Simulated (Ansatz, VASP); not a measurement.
**MgS (Niningerite) in VASP and in Ansatz**

```
S Mg
1.0
     0.00000    2.54854    2.54854
     2.54854    0.00000    2.54854
     2.54854    2.54854    0.00000
S Mg
1 1
Direct
  0.50000 0.50000 0.50000
  0.00000 0.00000 0.00000
```

Change from the starting cell: volume scaled by 0.94.

Alike in both runs: task single point; functional PBEsol; k mesh 9 × 9 × 9; occupations fermi-dirac, width 0.05 eV; no spin polarisation.

|  | VASP | Ansatz |
| --- | --- | --- |
| version | VASP 6.6.1 | Ansatz 0.2.0 |
| potentials or method | VASP PAW PBE potentials, release 64 (S, Mg) | Ansatz PAW |
| plane-wave cutoff (eV) | 520 | 420 |
| valence electrons in the cell | 8 | 16 |

Ansatz gave:

* gap on the k mesh at the Fermi level (eV): 2.96
* least direct gap on the mesh (eV): 4.09
* pressure (GPa): 4.3

**Question.** Which values does VASP return?

**Answer.** gap on the k mesh at the Fermi level (eV): 2.96; least direct gap on the mesh (eV): 4.10; pressure (GPa): 4.1.

The two sets of potentials don't hold the same shells in valence.

Caveats: the PAW data sets were made with another functional, which shifts forces and pressure a little (VASP); an odd mesh through Γ misses points on the zone boundary, where band edges often lie (VASP); odd divisions of the mesh miss points on the zone boundary, where band edges often lie, so the gap on the mesh can be too wide (Ansatz); the PAW data sets come from PBE, with cores solved anew for the run's functional, which leaves a small shift of forces and pressure (Ansatz).
